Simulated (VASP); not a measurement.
Wanted: the native input for a VASP 6.6.1 run.

```
Task                               : band structure
Functional                         : HSE06
Potentials or basis                : VASP PAW PBE potentials, release 64 (Sn_d, S)
Cutoff                             : 520 eV
k mesh                             : 6 × 6 × 3
Occupations                        : gaussian, width 0.03 eV
Spin                               : spin-orbit coupling, no magnetisation
Grid for exact exchange (PRECFOCK) : Fast
Screening parameter                : 0.2 1/A
Further INCAR settings             : ALGO = Normal; EDIFF = 1e-07; NBANDS = 41
```

The system is SnS2.

```xyz
3
Lattice="3.6671 0.0000 0.0000 -1.8335 3.1758 0.0000 0.0000 0.0000 5.8110" Properties=species:S:1:pos:R:3 pbc="T T T"
Sn    0.0000    0.0000    0.0000
S     0.0000    2.1172    1.4781
S     1.8335    1.0586    4.3330
```

These files were run (other wordings do the same):

POSCAR

```
SnS2                                    
1.0
    3.6670894341     -0.0000000000      0.0000000000
   -1.8335447170      3.1757926034     -0.0000000000
   -0.0000000000      0.0000000000      5.8110412039
  Sn              S             
     1     2
Direct
     0.0000000000000000    0.0000000000000000    0.0000000000000000
     0.3333333300000021    0.6666666699999979    0.2543524697611408
     0.6666666699999979    0.3333333300000021    0.7456475302388591
```

INCAR.step1

```
PREC = Accurate
ENCUT = 520
EDIFF = 1E-5
ISMEAR = 0
SIGMA = 0.03
LREAL = False
LASPH = True
NELM = 80
ALGO = Normal
ISIF = 2
LWAVE = True
LCHARG = False
MAGMOM = 0 0 0 0 0 0 0 0 0
LORBIT = 11
LSORBIT = True
GGA_COMPAT = False
NBANDS = 41
KPAR = 4
GGA = PE
```

INCAR.step2

```
PREC = Accurate
ENCUT = 520
EDIFF = 1E-7
ISMEAR = 0
SIGMA = 0.03
LREAL = False
LASPH = True
NELM = 80
ALGO = Normal
ISIF = 2
LWAVE = False
LCHARG = False
MAGMOM = 0 0 0 0 0 0 0 0 0
LORBIT = 11
LSORBIT = True
GGA_COMPAT = False
GGA = PE
LHFCALC = True
HFSCREEN = 0.2
PRECFOCK = Fast
NBANDS = 41
KPAR = 4
ISTART = 1
```

KPOINTS

```
regular mesh
0
Gamma
  6 6 3
```

KPOINTS_OPT

```
explicit points
6
Reciprocal
 0.0000000000  0.0000000000  0.0000000000 1
 0.0000000000  0.0000000000  0.5000000000 1
 0.3333333333  0.3333333333  0.5000000000 1
 0.3333333333  0.3333333333  0.0000000000 1
 0.5000000000  0.0000000000  0.5000000000 1
 0.5000000000  0.0000000000  0.0000000000 1
```

Potentials or basis: VASP PAW PBE potentials, release 64 (Sn_d, S).

Command:

```console
$ cat potpaw_PBE.64/Sn_d/POTCAR potpaw_PBE.64/S/POTCAR > POTCAR
$ cp INCAR.step1 INCAR
$ mpirun -np 4 vasp_ncl > vasp.out
$ cp INCAR.step2 INCAR
$ mpirun -np 4 vasp_ncl > vasp.out
```

It gave:

| Quantity | Value |
| --- | --- |
| Pressure | -0.9 GPa |
| Largest force | 0.529 eV/Å |
| Valence electrons inside the program's atomic spheres | Sn 12.19; S 3.71 |

Caveat: the k mesh is coarse (spacing up to 0.36 Å⁻¹), so the values aren't converged, least of all with exact exchange; the PAW data sets were made with another functional, which shifts forces and pressure a little; this functional lacks dispersion, which binds the layers, so the pressure and a relaxed spacing across them are unreliable.

Wall time 43 min on 4 MPI ranks on Intel(R) Xeon(R) Platinum 8488C (Sapphire Rapids) (shared host), peak memory 0.56 GiB a rank.
